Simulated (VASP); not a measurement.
# C: binding between layers

C, P6_3/mmc (no. 194), 4 atoms in the cell. OptPBE-vdW; PAW potentials C (PBE set).

## Input

INCAR:
```
SYSTEM = C
PREC     = Accurate       ! precision mode
ENCUT    = 520            ! plane-wave cutoff, eV
EDIFF    = 1E-6           ! SCF threshold, eV
ISMEAR   = 0              ! smearing method
SIGMA    = 0.02           ! smearing width, eV
LREAL    = .False.        ! projectors in reciprocal space
LASPH    = .True.         ! aspherical terms in the spheres
GGA_COMPAT= .False.      
ALGO     = Normal         ! electronic algorithm
NELM     = 150            ! most SCF steps
ISIF     = 2              ! what is computed and relaxed
LWAVE    = .False.        ! write WAVECAR
LCHARG   = .False.        ! write CHGCAR
GGA      = OR             ! functional
LUSE_VDW = .True.       
AGGAC    = 0.0          
KPAR     = 4             
```

KPOINTS.step1:
```
k-points
0
Gamma
  8 8 4
```

KPOINTS.step4:
```
k-points
0
Gamma
  8 8 3
```

KPOINTS.step10:
```
k-points
0
Gamma
  8 8 2
```

KPOINTS.step11:
```
k-points
0
Gamma
  8 8 1
```

POSCAR.step1:
```
C
1.0
    2.4610000000      0.0000000000      0.0000000000
   -1.2305000000      2.1312885187      0.0000000000
    0.0000000000      0.0000000000      5.8080000000
C
4
Direct
    0.0000000000      0.0000000000      0.2887396690
    0.0000000000      0.0000000000      0.7887396690
    0.3333333330      0.6666666670      0.2887396690
    0.6666666670      0.3333333330      0.7887396690
```

POSCAR.step2:
```
C
1.0
    2.4610000000      0.0000000000      0.0000000000
   -1.2305000000      2.1312885187      0.0000000000
    0.0000000000      0.0000000000      6.1080000000
C
4
Direct
    0.0000000000      0.0000000000      0.2745579570
    0.0000000000      0.0000000000      0.7745579570
    0.3333333330      0.6666666670      0.2745579570
    0.6666666670      0.3333333330      0.7745579570
```

POSCAR.step3:
```
C
1.0
    2.4610000000      0.0000000000      0.0000000000
   -1.2305000000      2.1312885187      0.0000000000
    0.0000000000      0.0000000000      6.4080000000
C
4
Direct
    0.0000000000      0.0000000000      0.2617041200
    0.0000000000      0.0000000000      0.7617041200
    0.3333333330      0.6666666670      0.2617041200
    0.6666666670      0.3333333330      0.7617041200
```

POSCAR.step4:
```
C
1.0
    2.4610000000      0.0000000000      0.0000000000
   -1.2305000000      2.1312885187      0.0000000000
    0.0000000000      0.0000000000      6.7080000000
C
4
Direct
    0.0000000000      0.0000000000      0.2500000000
    0.0000000000      0.0000000000      0.7500000000
    0.3333333330      0.6666666670      0.2500000000
    0.6666666670      0.3333333330      0.7500000000
```

POSCAR.step5:
```
C
1.0
    2.4610000000      0.0000000000      0.0000000000
   -1.2305000000      2.1312885187      0.0000000000
    0.0000000000      0.0000000000      7.0080000000
C
4
Direct
    0.0000000000      0.0000000000      0.2392979450
    0.0000000000      0.0000000000      0.7392979450
    0.3333333330      0.6666666670      0.2392979450
    0.6666666670      0.3333333330      0.7392979450
```

POSCAR.step6:
```
C
1.0
    2.4610000000      0.0000000000      0.0000000000
   -1.2305000000      2.1312885187      0.0000000000
    0.0000000000      0.0000000000      7.3080000000
C
4
Direct
    0.0000000000      0.0000000000      0.2294745480
    0.0000000000      0.0000000000      0.7294745480
    0.3333333330      0.6666666670      0.2294745480
    0.6666666670      0.3333333330      0.7294745480
```

POSCAR.step7:
```
C
1.0
    2.4610000000      0.0000000000      0.0000000000
   -1.2305000000      2.1312885187      0.0000000000
    0.0000000000      0.0000000000      7.7080000000
C
4
Direct
    0.0000000000      0.0000000000      0.2175661650
    0.0000000000      0.0000000000      0.7175661650
    0.3333333330      0.6666666670      0.2175661650
    0.6666666670      0.3333333330      0.7175661650
```

POSCAR.step8:
```
C
1.0
    2.4610000000      0.0000000000      0.0000000000
   -1.2305000000      2.1312885187      0.0000000000
    0.0000000000      0.0000000000      8.3080000000
C
4
Direct
    0.0000000000      0.0000000000      0.2018536350
    0.0000000000      0.0000000000      0.7018536350
    0.3333333330      0.6666666670      0.2018536350
    0.6666666670      0.3333333330      0.7018536350
```

POSCAR.step9:
```
C
1.0
    2.4610000000      0.0000000000      0.0000000000
   -1.2305000000      2.1312885187      0.0000000000
    0.0000000000      0.0000000000      9.1080000000
C
4
Direct
    0.0000000000      0.0000000000      0.1841238470
    0.0000000000      0.0000000000      0.6841238470
    0.3333333330      0.6666666670      0.1841238470
    0.6666666670      0.3333333330      0.6841238470
```

POSCAR.step10:
```
C
1.0
    2.4610000000      0.0000000000      0.0000000000
   -1.2305000000      2.1312885187      0.0000000000
    0.0000000000      0.0000000000     12.7080000000
C
4
Direct
    0.0000000000      0.0000000000      0.1319641170
    0.0000000000      0.0000000000      0.6319641170
    0.3333333330      0.6666666670      0.1319641170
    0.6666666670      0.3333333330      0.6319641170
```

POSCAR.step11:
```
C
1.0
    2.4610000000      0.0000000000      0.0000000000
   -1.2305000000      2.1312885187      0.0000000000
    0.0000000000      0.0000000000     22.7080000000
C
4
Direct
    0.0000000000      0.0000000000      0.0738506250
    0.0000000000      0.0000000000      0.5738506250
    0.3333333330      0.6666666670      0.0738506250
    0.6666666670      0.3333333330      0.5738506250
```

Commands (each step's output is kept before the next begins):
```
cat potpaw_PBE.64/C/POTCAR > POTCAR
cp KPOINTS.step1 KPOINTS
cp POSCAR.step1 POSCAR
mpirun -np 4 vasp_std > vasp.out
rm WAVECAR CHG
cp POSCAR.step2 POSCAR
mpirun -np 4 vasp_std > vasp.out
rm WAVECAR CHG
cp POSCAR.step3 POSCAR
mpirun -np 4 vasp_std > vasp.out
rm WAVECAR CHG
cp KPOINTS.step4 KPOINTS
cp POSCAR.step4 POSCAR
mpirun -np 4 vasp_std > vasp.out
rm WAVECAR CHG
cp POSCAR.step5 POSCAR
mpirun -np 4 vasp_std > vasp.out
rm WAVECAR CHG
cp POSCAR.step6 POSCAR
mpirun -np 4 vasp_std > vasp.out
rm WAVECAR CHG
cp POSCAR.step7 POSCAR
mpirun -np 4 vasp_std > vasp.out
rm WAVECAR CHG
cp POSCAR.step8 POSCAR
mpirun -np 4 vasp_std > vasp.out
rm WAVECAR CHG
cp POSCAR.step9 POSCAR
mpirun -np 4 vasp_std > vasp.out
rm WAVECAR CHG
cp KPOINTS.step10 KPOINTS
cp POSCAR.step10 POSCAR
mpirun -np 4 vasp_std > vasp.out
rm WAVECAR CHG
cp KPOINTS.step11 KPOINTS
cp POSCAR.step11 POSCAR
mpirun -np 4 vasp_std > vasp.out
```

## Result

- Binding energy, rigid layers (meV/Å²): 24.6
- Best gap between layers (Å): 3.43

Rigid layers pulled apart:

| Gap (Å) | Energy (meV/Å² a gap) |
|---|---|
| 2.90 | -8.13 |
| 3.05 | -17.79 |
| 3.20 | -22.61 |
| 3.35 | -24.42 |
| 3.50 | -24.43 |
| 3.65 | -23.38 |
| 3.85 | -21.16 |
| 4.15 | -17.33 |
| 4.55 | -12.63 |
| 6.35 | -2.38 |
| 11.35 | 0.00 |

VASP 6.6.1 took 220 s on 4 cores (AMD EPYC 7R13 (Zen 3)), a shared host.
